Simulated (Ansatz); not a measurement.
## HfO2 (Fm-3m), a film clamped to a substrate

These are results of Ansatz 0.2.0, DFT PBE, scalar-relativistic, plane waves, PAW, not measurements. The runs took a 420 eV cutoff, a Γ-centred 8×8×8 mesh and Gaussian smearing (0.05 eV). Spin–orbit coupling is left out, which can shift energies with elements as heavy as these. No spin polarisation. Energies are free energies at this smearing, counted from the undisturbed cell; pressure is positive in compression.

The starting cell (relaxed at this level; this fluorite-type form isn't the usual structure):

```
Hf O
1.0
     0.00000    2.54881    2.54881
     2.54881    0.00000    2.54881
     2.54881    2.54881    0.00000
Hf O
1 2
Direct
  0.00000 0.00000 0.00000
  0.25000 0.25000 0.25000
  0.75000 0.75000 0.75000
```

The cell (3 atoms, V0 = 33.12 Å³) is strained by p along both x and y and by q along z, fractional coordinates fixed. τp = (1/V0) ∂E/∂p = (σxx + σyy)(1 + p)(1 + q) and τq = (1/V0) ∂E/∂q = σzz(1 + p)², with tension positive.

```csv
p,q,ΔE (meV/atom),τp (GPa),τq (GPa)
0.000,0.000,0.00,0.01,0.00
-0.025,0.000,29.23,-34.95,-5.46
0.025,0.000,26.12,29.51,4.18
0.000,-0.025,12.17,-5.21,-14.41
0.000,0.025,11.33,4.37,12.96
```

Task: Get the second derivatives of the energy density.

Result: Central differences give A = ∂τp/∂p = 1289 GPa (C11 + C22 + 2 C12), C = ∂τq/∂q = 547 GPa (C33) and the cross term B = ∂τq/∂p = 193 GPa (C13 + C23); ∂τp/∂q = 192 GPa must equal B, and any difference shows higher-order terms. The ions are clamped. In a cubic crystal C11 = C = 547, C12 = B/2 = 96 GPa and A should be 2(C11 + C12) = 1288 GPa; the bulk modulus is (C11 + 2 C12)/3 = 247 GPa.

Task: A film of this crystal grows with z along the normal on a substrate that imposes p. How does its thickness respond, and what does the misfit cost?

Result: Count p and q from the stress-free cell. A free surface needs τq = 0, so q = −(B/C) p = -0.35 p. The energy density left is (A − B²/C) p²/2 = M p², with the biaxial modulus M = 611 GPa; a misfit of 1 % costs 4.21 meV/atom, against 4.44 meV/atom if the thickness were held.

At p = -0.050 the energies along q are 224.7 (q = -0.050), 159.4 (q = -0.025), 124.1 (q = 0.000), 115.7 (q = 0.025), 131.7 (q = 0.050) meV/atom.

Task: Does the linear rule hold at this misfit?

Result: A parabola through the lowest point and its neighbours has its minimum at q = 0.021, 115.4 meV/atom. With the stress left in the starting cell, τp0 and τq0, linear elasticity gives q = −(τq0 + Bp)/C = 0.018 and E = V0(τp0 p + τq0 q + Ap²/2 + Bpq + Cq²/2)/N = 105.2 meV/atom. The two agree within a tenth in energy.